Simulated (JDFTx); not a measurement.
# CuO (P-6m2) in JDFTx: notebook

One crystal, CuO, is run at these levels: PBEsol+U; tasks: single point.

All numbers are computed with JDFTx 1.7.0 (patched build); they aren't measurements. Logs are shortened: lines on timing, memory, paths and dates and some standing lists are left out, and cuts for length are marked. The log counts tension as positive stress, the text compression.

**1. The structure**

It takes space group P-6m2 (No. 187, hexagonal). The conventional cell has a = 2.836 Å, b = 2.836 Å, c = 2.768 Å, α = 90.00°, β = 90.00°, γ = 120.00°. Cu (site symmetry -6m2) is surrounded by 6 O at 2.14 Å. O (site symmetry -6m2) is surrounded by 6 Cu at 2.14 Å.

Measurements of this composition are mostly on another form, of space group No. 15.

**2. Single point, PBEsol+U, collinear spin, ferromagnetic start**

File CuO.in:

```
lattice \
    2.8363251100    -1.4181625500     0.0000000000 \
    0.0000000000     2.4563296000     0.0000000000 \
    0.0000000000     0.0000000000     2.7681127800
latt-scale 1.889726124626 1.889726124626 1.889726124626
coords-type Lattice
ion Cu     0.0000000000     0.0000000000     0.0000000000 1
ion O      0.6666666667     0.3333333333     0.5000000000 1

ion-species pseudo/Cu.upf
ion-species pseudo/O.upf
elec-cutoff 46 368
elec-ex-corr gga-PBEsol
kpoint-folding 8 8 7
elec-smearing Gauss 0.00091873305
elec-n-bands 19
spintype z-spin
initial-magnetic-moments Cu 0.6
elec-initial-magnetization 0.6 no
add-U Cu d 0.293995
electronic-SCF nIterations 100 energyDiffThreshold 1e-09
electronic-minimize nIterations 30 energyDiffThreshold 1e-7
converge-empty-states yes
forces-output-coords Cartesian

dump-name run.$VAR
dump End Ecomponents EigStats BandEigs Kpoints Forces Stress RhoAtom
```

Potentials or basis: PseudoDojo-SR-PBEsol-0.4.1-standard with smoothed tails.

The run is started by

```
$ jdftx -c 1 -i CuO.in -o CuO.out
```

The log of the run:

```text
*************** JDFTx 1.7.0 (patched build) ***************

Input parsed successfully to the following command list (including defaults):

add-U 	Cu d 0.293995
basis kpoint-dependent
converge-empty-states yes
coords-type Lattice
core-overlap-check vector
coulomb-interaction Periodic
davidson-band-ratio 1.1
dump End Forces BandEigs EigStats RhoAtom Ecomponents Stress Kpoints
dump-name run.$VAR
elec-cutoff 46 368
elec-eigen-algo Davidson
elec-ex-corr gga-PBEsol
elec-initial-magnetization 0.600000 no
elec-n-bands 19 1
elec-smearing Gauss 0.000918733
electronic-minimize  \
	dirUpdateScheme      FletcherReeves \
	linminMethod         DirUpdateRecommended \
	nIterations          30 \
	history              15 \
	knormThreshold       0 \
	maxThreshold         no \
	energyDiffThreshold  1e-07 \
	nEnergyDiff          2 \
	convergeAll          no \
	alphaTstart          1 \
	alphaTmin            1e-10 \
	updateTestStepSize   yes \
	alphaTreduceFactor   0.1 \
	alphaTincreaseFactor 3 \
	nAlphaAdjustMax      3 \
	wolfeEnergy          0.0001 \
	wolfeGradient        0.9 \
	abortOnFailedStep    no \
	fdTest               no
electronic-scf  \
	nIterations	100 \
	energyDiffThreshold	1e-09 \
	residualThreshold	1e-07 \
	mixFraction	0.5 \
	qMetric	0.8 \
	history	10 \
	nEigSteps	2 \
	eigDiffThreshold	1e-08 \
	mixedVariable	Density \
	qKerker	0.8 \
	qKappa	-1 \
	verbose	no \
	mixFractionMag	1.5
exchange-regularization WignerSeitzTruncated
fluid None
fluid-ex-corr lda-TF lda-PZ
fluid-gummel-loop 10 1.000000e-05
fluid-minimize  \
	dirUpdateScheme      PolakRibiere \
	linminMethod         DirUpdateRecommended \
	nIterations          100 \
	history              15 \
	knormThreshold       0 \
	maxThreshold         no \
	energyDiffThreshold  0 \
	nEnergyDiff          2 \
	convergeAll          no \
	alphaTstart          1 \
	alphaTmin            1e-10 \
	updateTestStepSize   yes \
	alphaTreduceFactor   0.1 \
	alphaTincreaseFactor 3 \
	nAlphaAdjustMax      3 \
	wolfeEnergy          0.0001 \
	wolfeGradient        0.9 \
	abortOnFailedStep    no \
	fdTest               no
fluid-solvent H2O 55.338 ScalarEOS \
	epsBulk 78.4 \
	pMol 0.92466 \
	epsInf 1.77 \
	Pvap 1.06736e-10 \
	sigmaBulk 4.62e-05 \
	Rvdw 2.61727 \
	Res 1.42 \
	tauNuc 343133 \
	poleEl 15 7 1
forces-output-coords Cartesian
initial-magnetic-moments  \
	Cu 0.6
ion Cu   0.000000000000000   0.000000000000000   0.000000000000000 1
ion O   0.666666666700000   0.333333333300000   0.500000000000000 1
ion-species pseudo/Cu.upf
ion-species pseudo/O.upf
ion-width 0
ionic-minimize  \
	dirUpdateScheme      L-BFGS \
	linminMethod         DirUpdateRecommended \
	nIterations          0 \
	history              15 \
	knormThreshold       0.0001 \
	maxThreshold         no \
	energyDiffThreshold  1e-06 \
	nEnergyDiff          2 \
	convergeAll          no \
	alphaTstart          1 \
	alphaTmin            1e-10 \
	updateTestStepSize   yes \
	alphaTreduceFactor   0.1 \
	alphaTincreaseFactor 3 \
	nAlphaAdjustMax      3 \
	wolfeEnergy          0.0001 \
	wolfeGradient        0.9 \
	abortOnFailedStep    no \
	fdTest               no
kpoint   0.000000000000   0.000000000000   0.000000000000  1.00000000000000
kpoint-folding 8 8 7
latt-move-scale 1 1 1
latt-scale 1.88973 1.88973 1.88973
lattice  \
	   2.836325110000000   -1.418162550000000    0.000000000000000  \
	   0.000000000000000    2.456329600000000    0.000000000000000  \
	   0.000000000000000    0.000000000000000    2.768112780000000
lattice-minimize  \
	dirUpdateScheme      L-BFGS \
	linminMethod         DirUpdateRecommended \
	nIterations          0 \
	history              15 \
	knormThreshold       0 \
	maxThreshold         no \
	energyDiffThreshold  1e-06 \
	nEnergyDiff          2 \
	convergeAll          no \
	alphaTstart          1 \
	alphaTmin            1e-10 \
	updateTestStepSize   yes \
	alphaTreduceFactor   0.1 \
	alphaTincreaseFactor 3 \
	nAlphaAdjustMax      3 \
	wolfeEnergy          0.0001 \
	wolfeGradient        0.9 \
	abortOnFailedStep    no \
	fdTest               no
lcao-params -1 1e-06 0.000918733
pcm-variant GLSSA13
perturb-minimize  \
	nIterations            0 \
	algorithm              MINRES \
	residualTol            0.0001 \
	residualDiffThreshold  0.0001 \
	CGBypass               no \
	recomputeResidual      no
spintype z-spin
subspace-rotation-factor 1 yes
symmetries automatic
symmetry-threshold 0.0001

---------- Setting up symmetries ----------

Found 24 point-group symmetries of the bravais lattice
Found 12 space-group symmetries with basis
Applied RMS atom displacement 1.54726e-10 bohrs to make symmetries exact.

---------- Initializing the Grid ----------
R =
[      5.35988     -2.67994            0  ]
[            0      4.64179            0  ]
[            0            0      5.23098  ]
unit cell volume = 130.144
G =
[    1.17226   0.676806         -0  ]
[          0    1.35361          0  ]
[          0         -0    1.20115  ]
Minimum fftbox size, Smin = [  48  48  48  ]
Chosen fftbox size, S = [  48  48  48  ]

---------- Initializing tighter grid for wavefunction operations ----------
R =
[      5.35988     -2.67994            0  ]
[            0      4.64179            0  ]
[            0            0      5.23098  ]
unit cell volume = 130.144
G =
[    1.17226   0.676806         -0  ]
[          0    1.35361          0  ]
[          0         -0    1.20115  ]
Minimum fftbox size, Smin = [  36  36  32  ]
Chosen fftbox size, S = [  36  36  32  ]

---------- Exchange Correlation functional ----------
Initalized PBEsol GGA exchange.
Initalized PBEsol GGA correlation.

---------- Setting up pseudopotentials ----------
Width of ionic core gaussian charges (only for fluid interactions / plotting) set to 0

Reading pseudopotential file 'pseudo/Cu.upf':
  'Cu' pseudopotential, 'PBESOL' functional
  Generated using ONCVPSP code by D. R. Hamann
  19 valence electrons, 4 orbitals, 6 projectors, 1001 radial grid points, with lMax = 2
    3S    l: 0   occupation:  2.0   eigenvalue: -4.204292
    3P    l: 1   occupation:  6.0   eigenvalue: -2.645923
    3D    l: 2   occupation: 10.0   eigenvalue: -0.185942
    4S    l: 0   occupation:  1.0   eigenvalue: -0.169360
  Core radius for overlap checks: 1.70 bohrs.

Reading pseudopotential file 'pseudo/O.upf':
  'O' pseudopotential, 'PBESOL' functional
  Generated using ONCVPSP code by D. R. Hamann
  6 valence electrons, 2 orbitals, 5 projectors, 936 radial grid points, with lMax = 2
    2S    l: 0   occupation:  2.0   eigenvalue: -0.874950
    2P    l: 1   occupation:  4.0   eigenvalue: -0.329796
  Core radius for overlap checks: 1.39 bohrs.

Initialized 2 species with 2 total atoms.

Folded 1 k-points by 8x8x7 to 448 k-points.

---------- Setting up k-points, bands, fillings ----------
Adding inversion symmetry to k-mesh for non-inversion-symmetric unit cell.
Reduced to 40 k-points under symmetry.
Computing the number of bands and number of electrons
Calculating initial fillings.
nElectrons:  25.000000   nBands: 19   nStates: 80

----- Setting up reduced wavefunction bases (one per k-point) -----
average nbasis = 1938.837 , ideal nbasis = 1939.339

---------- Setting up ewald sum ----------
Optimum gaussian width for ewald sums = 1.801134 bohr.
Real space sum over 1331 unit cells with max indices [  5  5  5  ]
Reciprocal space sum over 2197 terms with max indices [  6  6  6  ]

---------- Allocating electronic variables ----------
Initializing wave functions:  linear combination of atomic orbitals
Note: number of bands (19) exceeds available atomic orbitals (14)
Cu (M=0.6) pseudo-atom majority spin occupations:   s ( 1 0.8 )  p ( 3 )  d ( 5 )
Cu (M=0.6) pseudo-atom minority spin occupations:   s ( 1 0.2 )  p ( 3 )  d ( 5 )
O pseudo-atom occupations:   s ( 2 )  p ( 4 )
	FillingsUpdate:  mu: +0.759964370  nElectrons: 25.000000  magneticMoment: [ Abs: 0.06393  Tot: -0.04065 ]
LCAOMinimize: Iter:   0  F: -199.7183816469517410  |grad|_K:  1.847e-02  alpha:  1.000e+00
	FillingsUpdate:  mu: +0.462972655  nElectrons: 25.000000  magneticMoment: [ Abs: 0.23250  Tot: +0.23233 ]
LCAOMinimize: Iter:   1  F: -201.2917593294728533  |grad|_K:  1.072e-03  alpha:  3.251e-01  linmin: -4.785e-02  cgtest:  9.020e-03
	FillingsUpdate:  mu: +0.453215312  nElectrons: 25.000000  magneticMoment: [ Abs: 0.30681  Tot: +0.30474 ]
[... 20 lines of inner loops ...]
LCAOMinimize: Iter:  11  F: -201.3025062547660582  |grad|_K:  2.208e-06  alpha:  1.119e+00  linmin:  2.109e-02  cgtest: -1.310e-02
	FillingsUpdate:  mu: +0.442011304  nElectrons: 25.000000  magneticMoment: [ Abs: 1.05271  Tot: +0.99589 ]
LCAOMinimize: Iter:  12  F: -201.3025062980854614  |grad|_K:  1.271e-06  alpha:  7.075e-01  linmin: -1.655e-05  cgtest:  2.801e-01
LCAOMinimize: Converged (|Delta F|<1.000000e-06 for 2 iters).

-------- Electronic minimization -----------
Will mix electronic density at each iteration.
	FillingsUpdate:  mu: +0.442011304  nElectrons: 25.000000  magneticMoment: [ Abs: 1.05271  Tot: +0.99589 ]
	FillingsUpdate:  mu: +0.439764031  nElectrons: 25.000000  magneticMoment: [ Abs: 1.05271  Tot: +0.99589 ]
SCF: Cycle:  0   F: -201.322715119004357   dF: -2.021e-02   |Residual|: 4.134e-02   |deigs|: 8.117e-02
	FillingsUpdate:  mu: +0.436598741  nElectrons: 25.000000  magneticMoment: [ Abs: 1.07185  Tot: +0.99856 ]
SCF: Cycle:  1   F: -201.323831947481978   dF: -1.117e-03   |Residual|: 3.737e-02   |deigs|: 1.149e-02
	FillingsUpdate:  mu: +0.437488372  nElectrons: 25.000000  magneticMoment: [ Abs: 1.07371  Tot: +0.99621 ]
SCF: Cycle:  2   F: -201.324376747945820   dF: -5.448e-04   |Residual|: 1.633e-02   |deigs|: 2.992e-03
	FillingsUpdate:  mu: +0.437847458  nElectrons: 25.000000  magneticMoment: [ Abs: 1.06529  Tot: +0.99496 ]
SCF: Cycle:  3   F: -201.324400093577822   dF: -2.335e-05   |Residual|: 6.137e-03   |deigs|: 6.158e-04
	FillingsUpdate:  mu: +0.437978460  nElectrons: 25.000000  magneticMoment: [ Abs: 1.06529  Tot: +0.99430 ]
SCF: Cycle:  4   F: -201.324402249709067   dF: -2.156e-06   |Residual|: 1.250e-03   |deigs|: 2.704e-04
	FillingsUpdate:  mu: +0.438007519  nElectrons: 25.000000  magneticMoment: [ Abs: 1.06687  Tot: +0.99540 ]
SCF: Cycle:  5   F: -201.324402467080375   dF: -2.174e-07   |Residual|: 4.781e-04   |deigs|: 6.204e-05
	FillingsUpdate:  mu: +0.438036621  nElectrons: 25.000000  magneticMoment: [ Abs: 1.06743  Tot: +0.99590 ]
SCF: Cycle:  6   F: -201.324402524272074   dF: -5.719e-08   |Residual|: 2.116e-04   |deigs|: 6.658e-05
	FillingsUpdate:  mu: +0.438052275  nElectrons: 25.000000  magneticMoment: [ Abs: 1.06745  Tot: +0.99588 ]
SCF: Cycle:  7   F: -201.324402539851803   dF: -1.558e-08   |Residual|: 6.117e-05   |deigs|: 4.830e-05
	FillingsUpdate:  mu: +0.438053338  nElectrons: 25.000000  magneticMoment: [ Abs: 1.06735  Tot: +0.99582 ]
SCF: Cycle:  8   F: -201.324402543172710   dF: -3.321e-09   |Residual|: 2.287e-05   |deigs|: 3.854e-05
	FillingsUpdate:  mu: +0.438053539  nElectrons: 25.000000  magneticMoment: [ Abs: 1.06732  Tot: +0.99580 ]
SCF: Cycle:  9   F: -201.324402543914346   dF: -7.416e-10   |Residual|: 1.202e-05   |deigs|: 4.252e-05
	FillingsUpdate:  mu: +0.438053699  nElectrons: 25.000000  magneticMoment: [ Abs: 1.06733  Tot: +0.99581 ]
SCF: Cycle: 10   F: -201.324402544104146   dF: -1.898e-10   |Residual|: 3.608e-06   |deigs|: 3.948e-05
SCF: Converged (|Delta E|<1.000000e-09 for 2 iters).

Setting wave functions to eigenvectors of Hamiltonian
Converging empty states (this may take a while): |deigs|: 6.419e-04

# Stress tensor in Cartesian coordinates [Eh/a0^3]:
[  4.32095e-05  8.79555e-14            0  ]
[  8.79555e-14  4.32095e-05            0  ]
[            0            0  0.000243804  ]

# Ionic positions in lattice coordinates:
ion Cu   0.000000000016667  -0.000000000016667   0.000000000000000 1
ion O   0.666666666683333   0.333333333316667   0.500000000000000 1

# Forces in Cartesian coordinates:
force Cu  -0.000000000000000  -0.000000000000000   0.000000000000000 1
force O  -0.000000000000000  -0.000000000000000   0.000000000000000 1

# Energy components:
   Eewald =     -127.9551954614573219
       EH =       65.3220696034717321
     Eloc =     -178.1504638723569087
      Enl =      -36.1537619578960872
      Exc =      -27.2147626857094167
 Exc_core =        4.5101416896086235
       KE =       98.2832896818474637
        U =        0.0343223763104531
-------------------------------------
     Etot =     -201.3243606261814875
       TS =        0.0000419179226521
-------------------------------------
        F =     -201.3244025441041458

IonicMinimize: Iter:   0  F: -201.324402544104146  |grad|_K:  7.985e-36
IonicMinimize: Converged (|grad|_K<1.000000e-04).

#--- Lowdin population analysis ---
# oxidation-state Cu +0.857
# magnetic-moments Cu +0.277
# oxidation-state O -0.753
# magnetic-moments O +0.730

Dumping 'run.eigStats' ...
	eMin: -3.599717 at state 3 ( [ +0.000000 +0.000000 +0.428571 ] spin 1 )
	HOMO: +0.436907 at state 47 ( [ +0.000000 +0.125000 +0.428571 ] spin -1 )
	mu  : +0.438053
	LUMO: +0.438273 at state 49 ( [ +0.000000 +0.250000 +0.142857 ] spin -1 )
	eMax: +1.409499 at state 75 ( [ +0.250000 +0.250000 +0.428571 ] spin -1 )
	HOMO-LUMO gap: +0.001367
	Optical gap  : +0.013236 at state 48 ( [ +0.000000 +0.250000 +0.000000 ] spin -1 )
Done!
```

Run time: 97 s. Hardware: 1 thread of Intel Xeon 6975P-C (Granite Rapids), shared host; peak memory 0.16 GiB.

Results:

```
Free energy            : -5478.3161 eV
Pressure               : -3.2 GPa
Band gap on the k mesh : none (metal or under the smearing width)
Net moment             : 1.00 μB per cell
Absolute moment        : 1.07 μB per cell
Site moments           : Cu +0.28; O +0.73 μB
Loewdin charges        : Cu +0.86; O -0.75 e
```

Eigenvalues of the final occupation matrices:
| site | spin | trace | eigenvalues |
| --- | --- | --- | --- |
| atom 1 Cu | 1 | 4.99 | 1.00 1.00 1.00 1.00 1.00 |
| atom 1 Cu | 2 | 4.76 | 0.90 0.90 0.98 0.98 1.00 |

Caveat: the atomic charges don't sum to the cell's charge; the symmetry found averages the density of an open shell, so the energy may lie above that of the true state; a cell with one magnetic atom can't hold antiferromagnetic order, which such compounds often take.

(Continued in part 2 of 2.)
